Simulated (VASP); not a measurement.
## In: single point with PBEsol

Crystal: In.

```xyz
1
Lattice="-1.8634 1.8634 1.8634 1.8634 -1.8634 1.8634 1.8634 1.8634 -1.8634" Properties=species:S:1:pos:R:3 pbc="T T T"
In    0.0000    0.0000    0.0000
```

This isn't the form of In at room conditions, which is tetragonal.

| Property | Result |
| --- | --- |
| Program | VASP 6.6.1 |
| Task | single point |
| Functional | PBEsol |
| Potentials or basis | VASP PAW PBE potentials, release 64 (In_d) |
| Cutoff | 520 eV |
| k mesh | 19 × 19 × 19 |
| Occupations | fermi-dirac, width 0.1 eV |
| Spin | no spin polarisation |

| Quantity | Value |
| --- | --- |
| Pressure | -0.2 GPa |
| Band gap on the k mesh | none (metal or under the smearing width) |

Levels at points of the mesh, in eV from the Fermi level:
| k point | band 4 | band 5 | band 6 | band 7 | band 8 | band 9 |
| --- | --- | --- | --- | --- | --- | --- |
| (0.00, 0.00, 0.00) | -14.31 | -14.31 | -9.63 | 11.22 | 11.22 | 11.22 |

Wall time 39 s on 1 thread of Intel(R) Xeon(R) Platinum 8259CL CPU @ 2.50GHz (Skylake/Cascade Lake), on a shared host, peak memory 0.18 GiB.

Caveat: the PAW data sets were made with another functional, which shifts forces and pressure a little.
